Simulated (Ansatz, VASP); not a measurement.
## WC in VASP and in Ansatz

```
W C
1.0
     0.00000    2.15958    2.15958
     2.15958    0.00000    2.15958
     2.15958    2.15958    0.00000
W C
1 1
Direct
  0.00000 0.00000 0.00000
  0.50000 0.50000 0.50000
```

Alike in both runs: functional PBEsol; dispersion D3(BJ); k mesh 11 × 11 × 11; no spin polarisation.

Ansatz relaxed the structure, and its values are those at the end. VASP's run is a single point on that final structure, the one shown.

```csv
,VASP,Ansatz
version,VASP 6.6.1,Ansatz 0.2.0
potentials or method,"VASP PAW PBE potentials, release 64 (W_sv, C)","plane waves, PAW"
plane-wave cutoff (eV),520,544
occupations,"methfessel-paxton of order 1, width 0.05 eV","cold, width 0.05 eV"
valence electrons in the cell,18,18
```

|  | VASP | Ansatz | Ansatz less VASP |
| --- | --- | --- | --- |
| pressure (GPa) | 1.2 | 0.0 | -1.25 |
| dispersion energy (meV/atom) | -463.3 | -463.4 | -0.14 |

Caveats: the PAW data sets were made with another functional, which shifts forces and pressure a little (VASP); pairwise dispersion overbinds metals, which lowers pressure and volume. The runs have no spin-orbit coupling, so splittings on W are missing.
